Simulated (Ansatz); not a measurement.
**SnTe in Ansatz: the effect of functional**

The system is SnTe.

```
Te Sn
1.0
     0.00000    3.15085    3.15085
     3.15085    0.00000    3.15085
     3.15085    3.15085    0.00000
Te Sn
1 1
Cartesian
  3.1509 3.1509 3.1509
  0.0000 0.0000 0.0000
```

Alike in all runs:

- Program: Ansatz 0.2.0
- Task: single point
- Potentials or basis: all-electron PAW datasets made for the crystal
- k mesh: 6 × 6 × 6
- Occupations: fermi-dirac, width 0.05 eV
- Spin: no spin polarisation

| functional | cutoff | gap on the mesh (eV) | pressure (GPa) |
| --- | --- | --- | --- |
| PBE | 240 eV (chosen from the basis error) | 0.10 | 2.3 |
| HSE06 | 270 eV (chosen from the basis error) | 0.11 | 1.3 |
| PBE0 | 270 eV (chosen from the basis error) | ? | ? |

Q: What does the run with functional PBE0 give?

A: gap on the mesh 0.61 eV; pressure 1.6 GPa.

Caveats: spin-orbit coupling is left out, which moves the levels of the heavy elements.

A k mesh can miss the band edges.

The runs don't all hold the same shells in valence.
